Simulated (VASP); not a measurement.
# Ga: molecular dynamics with a monitored distance, by stops when the distance exceeds

Ga, Cmce (no. 64), 12 atoms in the cell. PBE, molecular dynamics; PAW potentials Ga (PBE set).

| Stops when the distance exceeds (Å) | Largest distance met (Å) | Steps run | Mean temperature (K) | Time (s) |
|---|---|---|---|---|
| 2.633 | 2.563 | 80 | 456 | 377 |
| 3.974 | 2.563 | 80 | 456 | 373 |

Limits: 240 fs of 12 atoms are too short for converged averages; the distance is that to the nearest periodic copy, which so small a cell caps; the cell is only 3.9 Å across, so each atom moves in step with near copies of itself.

## Input of the first row

INCAR:
```
SYSTEM = Ga
  GGA = PE
  PREC = Normal
  ENCUT = 200
  EDIFF = 1E-5
  NELMIN = 4
  NELM = 60
  ALGO = Fast
  LREAL = Auto
  LASPH = .TRUE.
  ISMEAR = -1
  SIGMA = 0.05
  ISYM = 0
  LWAVE = .FALSE.
  LCHARG = .FALSE.
  IBRION = 0
  NSW = 80
  POTIM = 3.0
  TEBEG = 600
  TEEND = 600
  ISIF = 2
  MDALGO = 1
  ANDERSEN_PROB = 0.05
  RANDOM_SEED = 269984 0 0
  VALUE_MAX = 2.633
  VALUE_MIN = 1.242
  KPAR = 2
```

KPOINTS:
```
k-points
0
Gamma
  3 3 1
```

ICONST:
```
R 1 7 7
```

POSCAR:
```
Ga
1.0
    2.2615000000     -3.8305000000      0.0000000000
    2.2615000000      3.8305000000      0.0000000000
    0.0000000000      0.0000000000     13.5720000000
Ga
12
Direct
    0.3451000000      0.6549000000      0.1396666667
    0.3451000000      0.6549000000      0.4730000000
    0.3451000000      0.6549000000      0.8063333333
    0.1549000000      0.8451000000      0.3063333333
    0.1549000000      0.8451000000      0.6396666667
    0.1549000000      0.8451000000      0.9730000000
    0.6549000000      0.3451000000      0.1936666667
    0.6549000000      0.3451000000      0.5270000000
    0.6549000000      0.3451000000      0.8603333333
    0.8451000000      0.1549000000      0.0270000000
    0.8451000000      0.1549000000      0.3603333333
    0.8451000000      0.1549000000      0.6936666667
```

Commands:
```
cat potpaw_PBE.64/Ga/POTCAR > POTCAR
mpirun -np 2 vasp_std > vasp.out
```

Changes of the last row against the first:
```
- VALUE_MAX = 2.633
+ VALUE_MAX = 3.974
```

VASP 6.6.1 took 377 s on 2 cores (Intel Xeon Platinum 8488C (Sapphire Rapids)), a shared host.
